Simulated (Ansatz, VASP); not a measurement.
## BaTe: VASP beside Ansatz

```
Ba Te
1.0
     0.00000    3.53226    3.53226
     3.53226    0.00000    3.53226
     3.53226    3.53226    0.00000
Ba Te
1 1
Cartesian
  0.0000 0.0000 0.0000
  3.5323 3.5323 3.5323
```

Alike in both runs: functional PBE; k mesh 8 × 8 × 8; occupations gaussian, width 0.02 eV; no spin polarisation.

Ansatz relaxed the structure, and its values are those at the end. VASP's run is a single point on that final structure, the one shown.

|  | VASP | Ansatz |
| --- | --- | --- |
| version | VASP 6.6.1 | Ansatz 0.2.0 |
| potentials or method | VASP PAW PBE potentials, release 64 (Ba_sv, Te) | scalar-relativistic, plane waves, PAW |
| plane-wave cutoff (eV) | 520 | 420 |
| valence electrons in the cell | 16 | 26 |

```csv
,VASP,Ansatz,Ansatz less VASP
gap on the k mesh at the Fermi level (eV),1.58,1.66,+0.077
least direct gap on the mesh (eV),1.96,2.01,+0.049
pressure (GPa),0.3,0.0,-0.30
```

The two sets of potentials don't hold the same shells in valence.

Caveats: spin-orbit coupling is left out, which moves the levels of the heavy elements. A hybrid or GW would open this gap; PBE tends to underestimate it. A k mesh can miss the band edges.
